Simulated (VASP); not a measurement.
# HfO2 in VASP: a PBE single point

Aim: gap, levels, forces and stress of HfO2 in the fluorite structure, strained and with displaced atoms at fixed geometry. Runs: PBE. The results are then set beside those of Ansatz 0.2.0 for the same cell.

Code: VASP 6.6.1. PAW datasets, plane waves. No spin polarisation and no zero-point or thermal motion.

## Step 1: The cell

It is triclinic, P1 (No. 1); a = 3.601 Å, b = 3.622 Å, c = 3.666 Å, α = 90.5°, β = 119.4°, γ = 119.4° in the conventional setting, 11.42 Å³ an atom. Near Hf stand 8 O at 2.11–2.36 Å; near O stand 4 Hf at 2.13–2.36 Å; near O stand 4 Hf at 2.11–2.33 Å.

The structure in full:

```
CELL_PARAMETERS angstrom
-0.01080 2.57200 2.58020
2.58070 -0.03450 2.60380
2.53900 2.55390 0.00720
ATOMIC_POSITIONS crystal
Hf 0.98230 0.00120 0.99400
O 0.25680 0.21780 0.27250
O 0.74260 0.77480 0.74720
```

## Step 2: Single point with PBE

Input file INCAR:

```
ENCUT = 520.000000
SIGMA = 0.020000
EDIFF = 1.00e-07
GGA = PE
PREC = Accurate
IBRION = -1
ISIF = 2
ISMEAR = -1
NBANDS = 18
NELM = 120
NSW = 0
LASPH = .TRUE.
LCHARG = .FALSE.
LWAVE = .FALSE.
LREAL = .FALSE.
```

Input file KPOINTS:

```
KPOINTS created by Atomic Simulation Environment
0
Gamma
8 8 8
0 0 0
```

Input file POSCAR:

```
Hf O
 1.0000000000000000
    -0.0108000000000000    2.5720000000000001    2.5802000000000000
     2.5807000000000002   -0.0345000000000000    2.6038000000000001
     2.5390000000000001    2.5539000000000001    0.0072000000000000
 Hf  O
   1   2
Cartesian
  2.5162540000000000  5.0650107999999996  2.5448118200000001
  1.2511805200000001  1.3489132500000001  1.2316650000000000
  3.8886470800000001  3.7915106800000000  3.9388606000000004
```

The run uses the recommended PBE PAW datasets (22 valence electrons a neutral cell).

Run with:

```console
$ mpirun -np 1 vasp_std
```

Printed to the terminal (iteration lines stand in OSZICAR):

```text
POSCAR found type information on POSCAR HfO
 POSCAR found :  2 types and       3 ions
 LDA part: xc-table for (Slater+PW92), standard interpolation
 POSCAR, INCAR and KPOINTS ok, starting setup
 FFT: planning ... GRIDC
 FFT: planning ... GRID_SOFT
 FFT: planning ... GRID
 WAVECAR not read
 entering main loop
```

OSZICAR:

```text
N       E                     dE             d eps       ncg     rms          rms(c)
DAV:   1     0.911696261980E+02    0.91170E+02   -0.12589E+04  9368   0.120E+03
DAV:   2    -0.318520374257E+02   -0.12302E+03   -0.11945E+03 12122   0.286E+02
DAV:   3    -0.359234775711E+02   -0.40714E+01   -0.40579E+01 10828   0.462E+01
DAV:   4    -0.359470547373E+02   -0.23577E-01   -0.23572E-01 11536   0.398E+00
DAV:   5    -0.359472102190E+02   -0.15548E-03   -0.15548E-03 10482   0.297E-01    0.450E+01
DAV:   6    -0.301957395850E+02    0.57515E+01   -0.21516E+01  9572   0.323E+01    0.395E+01
DAV:   7    -0.300785779664E+02    0.11716E+00   -0.73886E-01 10468   0.694E+00    0.282E+01
DAV:   8    -0.300608057338E+02    0.17772E-01   -0.36756E-01 10058   0.543E+00    0.101E+01
DAV:   9    -0.300324245854E+02    0.28381E-01   -0.76003E-02  9830   0.238E+00    0.271E+00
DAV:  10    -0.300328612764E+02   -0.43669E-03   -0.35879E-03 11880   0.452E-01    0.994E-02
DAV:  11    -0.300328760625E+02   -0.14786E-04   -0.20254E-04 10610   0.113E-01    0.209E-01
DAV:  12    -0.300328957801E+02   -0.19718E-04   -0.45004E-05 10464   0.447E-02    0.157E-02
DAV:  13    -0.300328966581E+02   -0.87797E-06   -0.13316E-06 11564   0.871E-03    0.285E-03
DAV:  14    -0.300328969096E+02   -0.25156E-06   -0.27458E-07 10378   0.343E-03    0.292E-03
DAV:  15    -0.300328968908E+02    0.18835E-07   -0.30604E-08  8360   0.114E-03
   1 F= -.30032897E+02 E0= -.30032897E+02  d E =-.706362E-11
```

From OUTCAR:

```text
k-points           NKPTS =    260   k-points in BZ     NKDIM =    260   number of bands    NBANDS=     18

   NELECT =      22.0000    total number of electrons

   dimension x,y,z NGX =    28 NGY =   28 NGZ =   28
   dimension x,y,z NGXF=    56 NGYF=   56 NGZF=   56

  energy-cutoff  :      520.00
  volume of cell :       34.26
      direct lattice vectors                 reciprocal lattice vectors
    -0.010800000  2.572000000  2.580200000    -0.194110196  0.192428144  0.194937766
     2.580700000 -0.034500000  2.603800000     0.191803124 -0.191223755  0.191418871
     2.539000000  2.553900000  0.007200000     0.198076915  0.195182894 -0.193733499

 k-points in reciprocal lattice and weights: KPOINTS created by Atomic Simulation Env
   0.00000000  0.00000000  0.00000000       0.002
   0.12500000 -0.00000000  0.00000000       0.004
   0.25000000 -0.00000000  0.00000000       0.004
   0.37500000 -0.00000000  0.00000000       0.004
   0.50000000 -0.00000000  0.00000000       0.002
   0.00000000  0.12500000 -0.00000000       0.004
   0.12500000  0.12500000  0.00000000       0.004
   0.25000000  0.12500000  0.00000000       0.004
[... 252 more k-points ...]

 E-fermi :   4.3079

 k-point     1 :       0.0000    0.0000    0.0000
  band No.  band energies     occupation
      1     -26.0830      2.00000
      2     -26.0089      2.00000
      3     -25.9973      2.00000
      4     -14.6111      2.00000
      5     -11.7953      2.00000
      6      -1.3229      2.00000
      7      -1.2885      2.00000
      8      -0.9779      2.00000
      9       3.0803      2.00000
     10       3.2650      2.00000
     11       3.3317      2.00000
     12       7.6500      0.00000
     13       7.7774      0.00000
     14       9.1336      0.00000
     15      13.1314      0.00000
     16      13.9521      0.00000
     17      14.1596      0.00000
     18      17.1230      0.00000

 k-point     2 :       0.1250   -0.0000    0.0000
  band No.  band energies     occupation
      1     -26.0970      2.00000
      2     -26.0513      2.00000
      3     -26.0083      2.00000
      4     -14.4184      2.00000
      5     -11.9459      2.00000
      6      -1.2087      2.00000
      7      -0.9471      2.00000
      8      -0.7602      2.00000
      9       2.7673      2.00000
     10       2.8465      2.00000
     11       3.0888      2.00000
     12       7.9356      0.00000
     13       7.9917      0.00000
     14       9.6814      0.00000
     15      12.9522      0.00000
     16      13.2672      0.00000
     17      13.9514      0.00000
     18      16.9889      0.00000

 k-point     3 :       0.2500   -0.0000    0.0000
  band No.  band energies     occupation
      1     -26.2010      2.00000
      2     -26.0887      2.00000
      3     -26.0255      2.00000
      4     -13.9499      2.00000
      5     -12.2661      2.00000
      6      -0.7727      2.00000
      7      -0.6270      2.00000
      8       0.1092      2.00000
      9       1.8821      2.00000
     10       2.4246      2.00000
     11       2.5221      2.00000
     12       8.2340      0.00000
     13       8.4412      0.00000
     14      10.2923      0.00000
     15      12.3733      0.00000
     16      12.9282      0.00000
     17      13.4489      0.00000
     18      16.0086      0.00000

 k-point     4 :       0.3750   -0.0000    0.0000
  band No.  band energies     occupation
      1     -26.3229      2.00000
      2     -26.1027      2.00000
      3     -26.0422      2.00000
      4     -13.5063      2.00000
      5     -12.4980      2.00000
      6      -0.4239      2.00000
      7      -0.2375      2.00000
      8       0.9373      2.00000
      9       1.1816      2.00000
     10       1.9818      2.00000
     11       2.2625      2.00000
     12       8.2401      0.00000
     13       8.5263      0.00000
     14      10.1966      0.00000
     15      12.1481      0.00000
     16      13.0526      0.00000
     17      13.1245      0.00000
     18      15.5713      0.00000

[... the tables of k-points 5 to 260 left out ...]

  Total       -1.3046139     -1.7302306     -1.9995446      0.8260858      0.4394961     -0.5127530
  in kB      -61.0117098    -80.9161470    -93.5109123     38.6328161     20.5535219    -23.9794593
  external PRESSURE =     -78.4795897 kB  Pullay stress =       0.0000000 kB

 POSITION                                       TOTAL-FORCE (eV/Angst)
 -----------------------------------------------------------------------------------
      2.51625      5.06501      2.54481         0.250164      0.410655      0.166331
      1.25118      1.34891      1.23166         0.540341     -0.988847      0.888615
      3.88865      3.79151      3.93886        -0.790504      0.578192     -1.054945
 -----------------------------------------------------------------------------------
    total drift:                               -0.000060     -0.000029     -0.000345

  FREE ENERGIE OF THE ION-ELECTRON SYSTEM (eV)
  ---------------------------------------------------
  free  energy   TOTEN  =       -30.0328968908 eV

  energy  without entropy=      -30.0328968908  energy(sigma->0) =      -30.03289689
```

Hardware: 1 MPI rank of Intel Xeon 6975P-C, shared host.

PBE gives an indirect gap of 3.70 eV, from (0.00, 0.50, 0.50) to (0.50, 0.50, 0.00) among the points of the k mesh; the least direct gap is 3.71 eV. Pressure: -7.85 GPa, and the largest force is 1.439 eV/Å, on atom 3 (O).

## Step 3: Results

```
level  gap (eV)  pressure (GPa)  largest force (eV/Å)  Ansatz: gap (eV)  Ansatz: pressure (GPa)  Ansatz: force (eV/Å)
  PBE     3.70*           -7.85                 1.439              3.70                   -4.56                 1.474
```

A star marks a gap among the mesh's points alone.

**Reading.** Spin-orbit coupling is left out, though the cell holds Hf (Z = 72); in an element this heavy it can shift bands and gaps by tenths of an eV. Forces up to 1.44 eV/Å (PBE) show atoms off their equilibrium places at that level. Each program uses its own PAW datasets and cutoff. VASP's cell holds 22 valence electrons and Ansatz's 38.
